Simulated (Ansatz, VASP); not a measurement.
## Pd in VASP and in Ansatz

Contents of INCAR:

```
  PREC = Accurate
  ENCUT = 600
  EDIFF = 1E-6
  ISMEAR = 1
  SIGMA = 0.1
  LREAL = F
  LASPH = T
  NELM = 100
  ALGO = Normal
  ISIF = 3
  LWAVE = F
  LCHARG = F
  GGA = PE
  IBRION = 2
  NSW = 80
  EDIFFG = -0.005
```

KPOINTS

```
Automatic mesh
0
Gamma
  20 20 20
```

POSCAR

```
Pd
1.0
    0.0000000000      1.9500000000      1.9500000000
    1.9500000000      0.0000000000      1.9500000000
    1.9500000000      1.9500000000      0.0000000000
Pd
1
Direct
    0.0000000000      0.0000000000      0.0000000000
```

Input for Ansatz:

```yaml
crystal:
  lattice:
    - [0.0, 1.95, 1.95]
    - [1.95, 0.0, 1.95]
    - [1.95, 1.95, 0.0]
  atoms:
    - { symbol: Pd, position: [0.0, 0.0, 0.0] }
scf:
  occupations: { method: methfessel_paxton, width: 0.1 }
output:
  forces: true
  stress: true
  eigenvalues: true
hamiltonian:
  xc: pbe
kpoints:
  mp_grid: { grid: [20, 20, 20] }
relax:
  f_tol: 0.005
  adjacent_minimum: "off"
  cell: { stress_tol: 0.02 }
```

Alike in both runs: task relaxation of cell and atoms; functional PBE; k mesh 20 × 20 × 20; occupations methfessel-paxton of order 1, width 0.1 eV; no spin polarisation.

|  | VASP | Ansatz |
| --- | --- | --- |
| version | VASP 6.6.1 | Ansatz 0.2.0 |
| potentials or method | VASP PAW PBE potentials, release 64 (Pd) | scalar-relativistic, plane waves, PAW |
| plane-wave cutoff (eV) | 600 | 420 |
| valence electrons in the cell | 10 | 18 |

Ansatz gave:

| Item | Value |
| --- | --- |
| gap on the k mesh at the Fermi level, each at its own relaxed structure (eV) | none |
| relaxed volume (Å³/atom) | 15.31 |
| relaxed cell length with the largest relative difference (Å) | 2.787 |
| energy change over the relaxation (meV/atom) | -8 |

Estimate VASP's values.

gap on the k mesh at the Fermi level, each at its own relaxed structure (eV): none; relaxed volume (Å³/atom): 15.28; relaxed cell length with the largest relative difference (Å): 2.785; energy change over the relaxation (meV/atom): -7.

A gap of «none» marks a metal or a gap that the smearing closes. The two sets of potentials don't hold the same shells in valence.
